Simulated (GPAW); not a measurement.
# Pb (P6_3/mmc) in GPAW: convergence with k mesh

Aim: find how far k mesh must go before the results for Pb settle, at PBE. This setting moves, with any that are tied to it; all else stays.

Everything below comes from runs of GPAW 26.7.0. Logs are shortened: lines on timing, memory, paths and dates and some standing lists are left out, and cuts for length are marked. The log counts tension as positive stress, the text compression.

## 1. The structure

The structure is hexagonal, space group P6_3/mmc (No. 194). Conventional cell: a = 3.480 Å, b = 3.480 Å, c = 5.590 Å, α = 90.00°, β = 90.00°, γ = 120.00°. Pb (site symmetry -6m2) is surrounded by 12 Pb at 3.44 to 3.48 Å.

This isn't the form of Pb at room conditions, which is fcc.

## 2. With k mesh 2 × 2 × 1

File run.py:

```python
from ase.dft.bandgap import bandgap
from ase.io import read, write
from ase.units import GPa
from gpaw import GPAW, PW

atoms = read('Pb.xyz')

calc = GPAW(mode=PW(600),
            xc='PBE',
            kpts={'size': (2, 2, 1), 'gamma': True},
            occupations={'name': 'fermi-dirac', 'width': 0.05},
            nbands=24,
            convergence={'density': 1e-05, 'energy': 1e-05},
            maxiter=100,
            txt='gpaw.txt')
atoms.calc = calc
energy = atoms.get_potential_energy()
forces = atoms.get_forces()
stress = atoms.get_stress()
calc.write('gs.gpw')
write('result.traj', atoms)
print(f'Energy: {energy:.6f} eV')
print('Forces (eV/A):')
print(forces.round(4))
print('Stress (GPa):', (stress / GPa).round(3))
print('Fermi level:', round(calc.get_fermi_level(), 4), 'eV')
print(f'Gap: {bandgap(calc)[0]:.4f} eV, direct: {bandgap(calc, direct=True)[0]:.4f} eV')
```

File Pb.xyz:

```xyz
2
Lattice="3.4800000000 0.0000000000 0.0000000000 -1.7400000000 3.0137684052 0.0000000000 0.0000000000 0.0000000000 5.5900000000" Properties=species:S:1:pos:R:3 pbc="T T T"
Pb     1.7400000002      1.0045894683      4.1925000000
Pb    -0.0000000002      2.0091789369      1.3975000000
```

Potentials or basis: GPAW PAW data sets (gpaw-data 1.2.1), pw.

Run with:

```bash
OMP_NUM_THREADS=1 python run.py
```

gpaw.txt:

```text
__  _  _
 | _ |_)|_||  |
 |__||  | ||/\| - 26.7.0

Input parameters:
  mode=PW(ecut=600.0),
  convergence={'density': 1e-05, 'energy': 1e-05},
  kpts=MonkhorstPack(size=(2, 2, 1), gamma=True),
  maxiter=100,
  nbands=24,
  occupations=Occupations(name='fermi-dirac', width=0.05),
  xc=XC(name='PBE')

Diagonalizing LCAO Hamiltonian
Converting LCAO to pw mode

           Pb

        Pb

Atoms  # Å, Bohr magnetons
|   | symbol |         x |        y |        z |    initial magnetic moments |
|---|--------|-----------|----------|----------|-----------------------------|
| 0 |     Pb |  1.740000 | 1.004589 | 4.192500 | ( 0.0000,  0.0000,  0.0000) |
| 1 |     Pb | -0.000000 | 2.009179 | 1.397500 | ( 0.0000,  0.0000,  0.0000) |

Unit cell  # Å
| periodic |         x |        y |        z |  lengths |     angles |
|----------|-----------|----------|----------|----------|------------|
|      yes |  3.480000 | 0.000000 | 0.000000 | 3.480000 |  90.000000 |
|      yes | -1.740000 | 3.013768 | 0.000000 | 3.480000 |  90.000000 |
|      yes |  0.000000 | 0.000000 | 5.590000 | 5.590000 | 120.000000 |

Number of symmetries: 12
Symmetry operations  # r_c * U_cc + t_c -> r_c
|    | kind |            matrix            |
|----|------|------------------------------|
|  0 |  σ   |  1, 1, 0,  0,-1, 0,  0, 0, 1 |
|  1 |  S6  |  1, 1, 0, -1, 0, 0,  0, 0,-1 |
|  2 |  E   |  1, 0, 0,  0, 1, 0,  0, 0, 1 |
|  3 |  C2  |  1, 0, 0, -1,-1, 0,  0, 0,-1 |
|  4 |  C2  |  0, 1, 0,  1, 0, 0,  0, 0,-1 |
|  5 |  C3  |  0, 1, 0, -1,-1, 0,  0, 0, 1 |
|  6 |  S6  |  0,-1, 0,  1, 1, 0,  0, 0,-1 |
|  7 |  σ   |  0,-1, 0, -1, 0, 0,  0, 0, 1 |
|  8 |  σ   | -1, 0, 0,  1, 1, 0,  0, 0, 1 |
|  9 |  i   | -1, 0, 0,  0,-1, 0,  0, 0,-1 |
| 10 |  C3  | -1,-1, 0,  1, 0, 0,  0, 0, 1 |
| 11 |  C2  | -1,-1, 0,  0, 1, 0,  0, 0,-1 |

BZ-sampling:
  Number of BZ points: 4
  Number of IBZ points: 2

  Monkhorst-Pack size: [2, 2, 1]
  Monkhorst-Pack shift: [0.25, 0.25, 0.0]

K-points  # in reciprocal-cell coordinates
|   |                                coordinates |     weight |
|---|--------------------------------------------|------------|
| 0 | (  0.00000000,   0.00000000,   0.00000000) | 0.25000000 |
| 1 | (  0.50000000,   0.50000000,   0.00000000) | 0.75000000 |

Plane wave coefficients: 1958
Cutoff: 600.0 eV

Spin-components: 1 (collinear spins)
Bands:           24
Projectors:      12
Spin-degeneracy: 2
Datatype:        complex128

Parallelization:
  kpt:    1
  domain: 1
  band:   1

Density:
  Valence electrons: 28.0
  Components: 1
  Grid points: [20 20 32]
  Charge: 0.0  # |e|

Potential:
  Grid points: [20 20 32]

species:
  Pb:
    name:    Lead
    Z:       82.0
    valence: 14
    core:    68
    charge:  0.0  # [|e|]
    compensation charges:
      type: gauss
      rc: 0.38  # [Å]
      lmax: 2
    cutoffs:
      filter: 2.36  # [Å]
      core: 2.43  # [Å]
    projectors
    | kind |    occ | energy [eV] | rcut [Å] |
    |------|--------|-------------|----------|
    |   6s |  2.000 |     -11.969 |    1.259 |
    |   6p |  2.000 |      -3.506 |    1.275 |
    |   5d | 10.000 |     -21.211 |    1.217 |
    |    s |        |      15.243 |    1.259 |
    |    p |        |      23.705 |    1.275 |
    |    d |        |       6.001 |    1.217 |

    Using partial waves for Pb as LCAO basis

Reference energy: -1134548.926728  # eV

eigensolver:
  PPCG
  Converge bands: occupied
  niter=2

density mixing:
  MSR1-Mixer
  Pratt-step length: 0.05
  Maximum mixing coefficient: 0.75
  Old densities: 10
  SVD Regularization: 0.005
  Good broyden scale: 1.0
  Trust region scale: 1.0
  Backstep threshold: 4.0
  History deletion threshold: 6.0
  Fourier metric: weight=20.0, sigma=0.015

occupation numbers:
  Fermi-Dirac:
    width: 0.0500  # eV

poisson solver:
  ecut: 4800.0  # eV

xc functional:
  name: PBE with 2 nearest neighbor stencil

convergence criteria:
- Maximum integral of absolute [dens]ity change: 1e-05 electrons / valence electron
- Maximum [total energy] change in last 3 cyles: 1e-05 eV / valence electron
- Maximum integral of absolute [eigenst]ate change: 4e-08 eV^2 / valence electron
maximum number of iterations: 100

SCF iterations
|iter     | |      energy | eigst |  dens |
|---------|-|-------------|-------|-------|
|iter:   1| |   -8.288407 | -0.15 |       |
|iter:   2| |   -8.280889 | -2.09 | -1.47 |
|iter:   3| |   -8.186938 | -2.07 | -1.49 |
|iter:   4| |   -8.182574 | -3.02 | -2.07 |
|iter:   5| |   -8.182715 | -4.37 | -2.79 |
|iter:   6| |   -8.182751c| -5.27 | -3.26 |
|iter:   7| |   -8.182751c| -6.41 | -4.02 |
|iter:   8| |   -8.182752c| -7.24 | -4.49 |
|iter:   9| |   -8.182752c| -7.90c| -4.90 |
|iter:  10| |   -8.182751c| -8.94c| -5.73c|

Converged in 10 steps
Energy contributions relative to reference atoms: (reference = -1134548.926728)

Energy contributions:
  Kinetic:          23.033358
  Coulomb:         -22.609276
  Zero:              0.071925
  External:          0.000000
  Xc:               -8.654874
  Entropy:          -0.047768
  Spinorbit:         0.000000
  ----------------------------
  Free energy:      -8.206635
  Extrapolated:     -8.182751

dipole moment: (0.000003, 0.000004, 0.000008)  # |e|*Ang

Fermi level: 7.280
Eigenvalues  # (at kpt = [0.000, 0.000, 0.000])
| band index |      eig [eV] | occ [0-2] |
|------------|---------------|-----------|
|          0 |        -9.098 |     2.000 |
|        ... |               |           |
|          5 |        -8.805 |     2.000 |
|          6 |        -8.780 |     2.000 |
|          7 |        -8.780 |     2.000 |
|          8 |        -8.752 |     2.000 |
|          9 |        -8.752 |     2.000 |
|         10 |        -3.857 |     2.000 |
[... 8 lines left out ...]
|         19 |        17.258 |     0.000 |
|         20 |        19.500 |     0.000 |
|        ... |               |           |
|         23 |        20.921 |     0.000 |

No gap
No difference between direct/indirect transitions

Forces  # eV/Ang
|        x |       y |        z |
|----------|---------|----------|
|  0.00000 | 0.00000 |  0.00000 |  # Pb   0
| -0.00000 | 0.00000 | -0.00000 |  # Pb   1

Stress tensor  # eV/Ang^3
|         x |         y |         z |
|-----------|-----------|-----------|
|  0.090602 | -0.000000 |  0.000000 |
| -0.000000 |  0.090602 | -0.000000 |
|  0.000000 | -0.000000 | -0.295240 |

# Writing to gs.gpw (mode='')
```

Wall time 3.3 s (1 thread of Arm Neoverse V1, shared host); peak memory 0.14 GiB.

Results:

| Item | Value |
| --- | --- |
| Free energy | -8.2066 eV |
| Pressure | 6.1 GPa |
| Band gap on the k mesh | none (metal or under the smearing width) |

## 3. With k mesh 3 × 3 × 2

run.py, as its differences from that of step 2:

```diff
@@ -9,3 +9,3 @@
             xc='PBE',
-            kpts={'size': (2, 2, 1), 'gamma': True},
+            kpts={'size': (3, 3, 2), 'gamma': True},
             occupations={'name': 'fermi-dirac', 'width': 0.05},
```

Pb.xyz is that of step 2.

Potentials or basis: GPAW PAW data sets (gpaw-data 1.2.1), pw.

Run with:

```bash
OMP_NUM_THREADS=1 python run.py
```

Run time: 5.3 s. Hardware: 1 thread of Arm Neoverse V1, shared host; peak memory 0.14 GiB.

What came out:

```yaml
Free_energy: -8.0143 eV
Pressure: 1.6 GPa
Band_gap_on_the_k_mesh: none (metal or under the smearing width)
```

## 4. With k mesh 4 × 4 × 2

run.py, as its differences from that of step 3:

```diff
@@ -9,3 +9,3 @@
             xc='PBE',
-            kpts={'size': (3, 3, 2), 'gamma': True},
+            kpts={'size': (4, 4, 2), 'gamma': True},
             occupations={'name': 'fermi-dirac', 'width': 0.05},
```

Pb.xyz is that of step 3.

Run with:

```bash
OMP_NUM_THREADS=1 python run.py
```

It took 6.3 s on 1 thread of Arm Neoverse V1, shared host; peak memory 0.15 GiB.

Results:

- Free energy: -7.2957 eV
- Pressure: 1.8 GPa
- Band gap on the k mesh: none (metal or under the smearing width)

## 5. With k mesh 5 × 5 × 3

run.py, as its differences from that of step 4:

```diff
@@ -9,3 +9,3 @@
             xc='PBE',
-            kpts={'size': (4, 4, 2), 'gamma': True},
+            kpts={'size': (5, 5, 3), 'gamma': True},
             occupations={'name': 'fermi-dirac', 'width': 0.05},
```

Pb.xyz is that of step 4.

Run with:

```bash
OMP_NUM_THREADS=1 python run.py
```

Wall time 8.5 s (1 thread of Arm Neoverse V1, shared host); peak memory 0.15 GiB.

It converged, with:

```
Free energy            : -7.5664 eV
Pressure               : 4.3 GPa
Band gap on the k mesh : none (metal or under the smearing width)
```

## 6. With k mesh 6 × 6 × 3

run.py, as its differences from that of step 5:

```diff
@@ -9,3 +9,3 @@
             xc='PBE',
-            kpts={'size': (5, 5, 3), 'gamma': True},
+            kpts={'size': (6, 6, 3), 'gamma': True},
             occupations={'name': 'fermi-dirac', 'width': 0.05},
```

Pb.xyz is that of step 5.

Potentials or basis: GPAW PAW data sets (gpaw-data 1.2.1), pw.

Run with:

```bash
OMP_NUM_THREADS=1 python run.py
```

Run time: 11 s. Hardware: 1 thread of Arm Neoverse V1, shared host; peak memory 0.15 GiB.

Results (log left out):

* Free energy: -7.5650 eV
* Pressure: 3.8 GPa
* Band gap on the k mesh: none (metal or under the smearing width)

## 7. With k mesh 7 × 7 × 4

run.py, as its differences from that of step 6:

```diff
@@ -9,3 +9,3 @@
             xc='PBE',
-            kpts={'size': (6, 6, 3), 'gamma': True},
+            kpts={'size': (7, 7, 4), 'gamma': True},
             occupations={'name': 'fermi-dirac', 'width': 0.05},
```

Pb.xyz is that of step 6.

Run with:

```bash
OMP_NUM_THREADS=1 python run.py
```

It took 15 s on 1 thread of Arm Neoverse V1, shared host; peak memory 0.16 GiB.

Results (log left out):

| Item | Value |
| --- | --- |
| Free energy | -7.5549 eV |
| Pressure | 3.5 GPa |
| Band gap on the k mesh | none (metal or under the smearing width) |

## 8. With k mesh 8 × 8 × 5

run.py, as its differences from that of step 7:

```diff
@@ -9,3 +9,3 @@
             xc='PBE',
-            kpts={'size': (7, 7, 4), 'gamma': True},
+            kpts={'size': (8, 8, 5), 'gamma': True},
             occupations={'name': 'fermi-dirac', 'width': 0.05},
```

Pb.xyz is that of step 7.

Run with:

```bash
OMP_NUM_THREADS=1 python run.py
```

It took 23 s on 1 thread of Arm Neoverse V1, shared host; peak memory 0.18 GiB.

Results (log left out):

* Free energy: -7.5346 eV
* Pressure: 4.0 GPa
* Band gap on the k mesh: none (metal or under the smearing width)

## 9. With k mesh 10 × 10 × 5

run.py, as its differences from that of step 8:

```diff
@@ -9,3 +9,3 @@
             xc='PBE',
-            kpts={'size': (8, 8, 5), 'gamma': True},
+            kpts={'size': (10, 10, 5), 'gamma': True},
             occupations={'name': 'fermi-dirac', 'width': 0.05},
```

Pb.xyz is that of step 8.

Potentials or basis: GPAW PAW data sets (gpaw-data 1.2.1), pw.

Run with:

```bash
OMP_NUM_THREADS=1 python run.py
```

It took 32 s on 1 thread of Arm Neoverse V1, shared host; peak memory 0.2 GiB.

Results (log left out):

| Quantity | Value |
| --- | --- |
| Free energy | -7.5163 eV |
| Pressure | 4.2 GPa |
| Band gap on the k mesh | none (metal or under the smearing width) |

## 10. With k mesh 12 × 12 × 7

run.py, as its differences from that of step 9:

```diff
@@ -9,3 +9,3 @@
             xc='PBE',
-            kpts={'size': (10, 10, 5), 'gamma': True},
+            kpts={'size': (12, 12, 7), 'gamma': True},
             occupations={'name': 'fermi-dirac', 'width': 0.05},
```

Pb.xyz is that of step 9.

Run with:

```bash
OMP_NUM_THREADS=1 python run.py
```

It took 54 s on 1 thread of Arm Neoverse V1, shared host; peak memory 0.26 GiB.

Results (log left out):

```
Free energy            : -7.5421 eV
Pressure               : 3.7 GPa
Band gap on the k mesh : none (metal or under the smearing width)
```

## 11. Result

```csv
k mesh,"energy less the tightest run, at zero smearing (meV/atom)",pressure (GPa),SCF cycles,CPU time (s),peak memory (GiB)
2 × 2 × 1,-323.08,6.09,10,3.3,0.14
3 × 3 × 2,-235.74,1.57,9,5.3,0.14
4 × 4 × 2,128.82,1.78,9,6.3,0.15
5 × 5 × 3,-12.08,4.31,9,8.5,0.15
6 × 6 × 3,-10.65,3.82,9,11,0.15
7 × 7 × 4,-7.46,3.52,8,15,0.16
8 × 8 × 5,2.11,3.96,9,23,0.18
10 × 10 × 5,13.94,4.17,9,32,0.2
12 × 12 × 7,0.00,3.66,8,54,0.26
```

Not settled before the last step: the energy (to 1 meV/atom), the pressure (to 0.1 GPa). Meshes of other sizes hit other points, so gaps and Fermi surfaces needn't settle smoothly. The tightest run that finished is the yardstick and may itself not be fully converged.
